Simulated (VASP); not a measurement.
Here is a VASP 6.6.1 calculation.

File INCAR:

```
PREC = Accurate
ENCUT = 520
EDIFF = 1E-6
ISMEAR = 0
SIGMA = 0.1
LREAL = F
LASPH = T
NELM = 80
ALGO = Normal
ISIF = 2
LWAVE = F
LCHARG = T
GGA = PS
LELF = T
LVHAR = T
NBANDS = 16
```

Contents of KPOINTS:

```
Automatic mesh
0
Gamma
  7 7 7
```

Contents of POSCAR:

```
CdTe
1.0
    0.0000000000      3.2050000000      3.2050000000
    3.2050000000      0.0000000000      3.2050000000
    3.2050000000      3.2050000000      0.0000000000
Te Cd
1 1
Cartesian
    4.8075000000      4.8075000000      4.8075000000
    0.0000000000      0.0000000000      0.0000000000
```

Potentials or basis: VASP PAW PBE potentials, release 54 (Te, Cd).

The run is started by

```sh
$ cat potpaw_PBE.54/Te/POTCAR potpaw_PBE.54/Cd/POTCAR > POTCAR
$ mpirun -np 1 vasp_std > vasp.out
```

Problem. Predict the band gap on the k mesh.

Solution. 0.76 eV, direct.

Problem. Predict the pressure.

Solution. 1.9 GPa.

Caveat: the PAW data sets were made with another functional, which shifts forces and pressure a little; spin-orbit coupling is left out, which moves the levels of the heavy elements.

**The experiment to reproduce.**

From a printed reference work, data compilation, for a bulk crystal of CdTe at 0 K: band gap 1.607 eV.

Against the measured gap of CdTe, 1.607 eV (0 K; a printed reference work, data compilation), the calculated 0.76 eV is off by -0.85 eV. Spin-orbit coupling on Cd, Te is left out. The value is that of PBEsol, without temperature or zero-point motion. Semilocal functionals fall short of measured gaps as a rule.
